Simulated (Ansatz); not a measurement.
Crystal: Te.

```
Te
1.0
     2.30590    1.33131    1.69095
    -2.30590    1.33131    1.69095
     0.00000   -2.66263    1.69095
Te
1
Direct
  0.50000 0.50000 0.50000
```

This isn't the form of Te at room conditions, which is trigonal, of chains.

* Program: Ansatz 0.2.0
* Task: relaxation of cell and atoms
* Functional: PBE
* Potentials or basis: Ansatz PAW
* Cutoff: 420 eV (not typed: the program's choice for these potentials)
* k mesh: 9 × 9 × 9
* Occupations: fermi-dirac, width 0.05 eV
* Spin: no spin polarisation

At the start: volume 31.15 Å³/atom.

Task: How do energy, volume and symmetry change on relaxing?

Result: It ends after 8 steps and the volume is 32.88 Å³/atom (+5.6 %); space group R-3m (No. 166, to 0.05 Å).

Step by step:
```csv
step,energy change (eV),largest force (eV/Å),volume (Å³)
1,0.0000,0.0000,31.15
2,-0.0100,0.0000,33.37
3,-0.0130,0.0000,32.82
4,-0.0142,0.0000,32.68
5,-0.0152,0.0000,32.83
6,-0.0152,0.0000,32.87
7,-0.0153,0.0000,32.88
8,-0.0155,0.0000,32.88
```

Final structure:
```
Te
1.0
     2.29556    1.32534    1.80109
    -2.29556    1.32534    1.80109
     0.00000   -2.65069    1.80109
Te
1
Direct
  0.50000 0.50000 0.50000
```

Caveat: the plane-wave basis is chosen anew once the cell has moved, so the energies of steps on either side of that aren't comparable.
